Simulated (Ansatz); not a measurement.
# Bi2Se3: stress in a strained cell

Bi2Se3 is deformed so: equal xx and yy strain of +2 %. What stress and forces result, by LAPW, PAW and all-electron datasets made for the crystal?

Method: DFT PBE, scalar-relativistic, in Ansatz 0.2.0.

### 1 The structure to begin with

Symmetry: R-3m, No. 166, trigonal system. Conventional cell: a = 4.143 Å, b = 4.143 Å, c = 28.636 Å, α = 90.00°, β = 90.00°, γ = 120.00°. Bi (site symmetry 3m) has 6 Se at 2.85 to 3.07 Å as nearest neighbours. Se (site symmetry -3m) is surrounded by 6 Bi at 3.07 Å. Se (site symmetry 3m) is surrounded by 3 Bi at 2.85 Å.

Coordinates:

```
Bi Se
1.0
     2.07150    1.19598    9.54533
    -2.07150    1.19598    9.54533
     0.00000   -2.39196    9.54533
Bi Se
2 3
Cartesian
  0.0000 0.0000 11.4773
  0.0000 0.0000 17.1587
  0.0000 0.0000 0.0000
  0.0000 0.0000 6.0622
  0.0000 0.0000 22.5738
```

Atoms are numbered in the order of the input: Bi1, Bi2, Se3, Se4, Se5.

### 2 The deformed structure

Space group R-3m before, R-3m after.

### 3 LAPW, all electrons

input.yaml

```yaml
crystal:
  lattice:
    - [2.1129292827, 1.2199002901, 9.54533]
    - [-2.1129292827, 1.2199002901, 9.54533]
    - [0.0, -2.4398005804, 9.54533]
  atoms:
    - { symbol: Bi, position: [0.4008, 0.4008, 0.4008] }
    - { symbol: Bi, position: [0.5992, 0.5992, 0.5992] }
    - { symbol: Se, position: [0.0, 0.0, 0.0] }
    - { symbol: Se, position: [0.2117, 0.2117, 0.2117] }
    - { symbol: Se, position: [0.7883, 0.7883, 0.7883] }
kpoints:
  mp_grid: { grid: [6, 6, 6] }
  band_path:
    path:
      - [0.0, 0.0, 0.0]
      - [0.5, 0.5, 0.5]
      - [0.8224446463, 0.1775553537, 0.5]
      - [0.5, -0.1775553537, 0.1775553537]
      - [0.5, 0.0, 0.0]
      - [0.0, 0.0, 0.0]
      - [0.3387776769, -0.3387776769, 0.0]
      - [0.6612223231, 0.0, 0.3387776769]
      - [0.5, 0.0, 0.5]
    npoints: 5
scf:
  occupations: { method: fermi_dirac, width: 0.03 }
hamiltonian:
  xc: pbe
  pseudopotentials: { kind: all_electron, lapw: { basis_error: 0.0005 } }
output:
  forces: true
  stress: true
  eigenvalues: true
```

On the command line:

```console
> ansatz run input.yaml --threads 2 --pin off --max-ram 6144MiB --backend cpu --events-out ev --progress --plain --runs-dir out
```

### 4 PAW on the default files

input.yaml

```yaml
crystal:
  lattice:
    - [2.1129292827, 1.2199002901, 9.54533]
    - [-2.1129292827, 1.2199002901, 9.54533]
    - [0.0, -2.4398005804, 9.54533]
  atoms:
    - { symbol: Bi, position: [0.4008, 0.4008, 0.4008] }
    - { symbol: Bi, position: [0.5992, 0.5992, 0.5992] }
    - { symbol: Se, position: [0.0, 0.0, 0.0] }
    - { symbol: Se, position: [0.2117, 0.2117, 0.2117] }
    - { symbol: Se, position: [0.7883, 0.7883, 0.7883] }
kpoints:
  mp_grid: { grid: [6, 6, 6] }
scf:
  occupations: { method: fermi_dirac, width: 0.03 }
hamiltonian:
  xc: pbe
  pseudopotentials: { kind: paw }
output:
  forces: true
  stress: true
  eigenvalues: true
  efg: { contact_densities: true }
  write_density: true
  write_potential: true
  elf: true
  volumetric_format: npy
```

### 5 Datasets made for this crystal

Edit input.yaml of step 4 so:

```diff
@@ -17,3 +17,3 @@
   xc: pbe
-  pseudopotentials: { kind: paw }
+  pseudopotentials: { kind: all_electron, datasets: crystal }
 output:
@@ -23,5 +23 @@
   efg: { contact_densities: true }
-  write_density: true
-  write_potential: true
-  elf: true
-  volumetric_format: npy
```

(Steps that only read results are left out.)

**Question.** What will these runs give? Wanted: pressure; largest shear or deviatoric stress.

The runs gave:

| quantity | value |
| --- | --- |
| pressure | LAPW 0.05, PAW 0.04, crystal datasets 0.05 GPa |
| largest shear or deviatoric stress (LAPW) | 0.56 GPa |

The largest part of the stress beyond the pressure is 0.56 GPa in size, in the zz component; the atoms are carried along and not relaxed. No run of the undeformed cell stands beside it, so the pressure holds what the given cell had before the change. PAW: stress within 0.01 GPa of LAPW, forces within 1 meV/Å. Crystal datasets: stress within 0.01 GPa of LAPW, forces within 1 meV/Å. Spin-orbit coupling is left out, though the cell holds Bi; in elements this heavy it can shift bands and gaps by tenths of an eV.
